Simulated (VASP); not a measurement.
NaF:

```
CELL_PARAMETERS angstrom
0.00000 2.31500 2.31500
2.31500 0.00000 2.31500
2.31500 2.31500 0.00000
ATOMIC_POSITIONS crystal
Na 0.00000 0.00000 0.00000
F 0.50000 0.50000 0.50000
```

The cell was built by a generator and needn't be a form met in nature.

```yaml
Program: VASP 6.6.1
Task: relaxation of cell and atoms
Functional: r2SCAN
Dispersion: rVV10
Potentials_or_basis: VASP PAW PBE potentials, release 64 (Na_pv, F)
Cutoff: 600 eV
k_mesh: 10 × 10 × 10
Occupations: gaussian, width 0.02 eV
Spin: no spin polarisation
```

At the start: pressure -2.8 GPa; volume 12.41 Å³/atom.

Question: How do energy, volume and symmetry change on relaxing?

Answer: Over 5 steps the energy falls by 6.4 meV/atom and the volume is 11.76 Å³/atom (-5.2 %); space group Fm-3m (No. 225, to 0.05 Å).

Step by step:
| step | energy change (eV) | largest force (eV/Å) | pressure (GPa) | volume (Å³) |
| --- | --- | --- | --- | --- |
| 1 | 0.0000 | 0.0000 | -2.79 | 24.81 |
| 2 | -0.0103 | 0.0000 | -1.24 | 24.05 |
| 3 | -0.0123 | 0.0000 | -0.46 | 23.71 |
| 4 | -0.0114 | 0.0000 | 1.19 | 23.06 |
| 5 | -0.0127 | 0.0000 | 0.01 | 23.53 |

Final structure:
```xyz
2
Lattice="0.0000 2.2743 2.2743 2.2743 0.0000 2.2743 2.2743 2.2743 0.0000" Properties=species:S:1:pos:R:3 pbc="T T T"
Na    0.0000    0.0000    0.0000
F     2.2743    2.2743    2.2743
```

Caveat: the PAW data sets were made with another functional, which shifts forces and pressure a little.
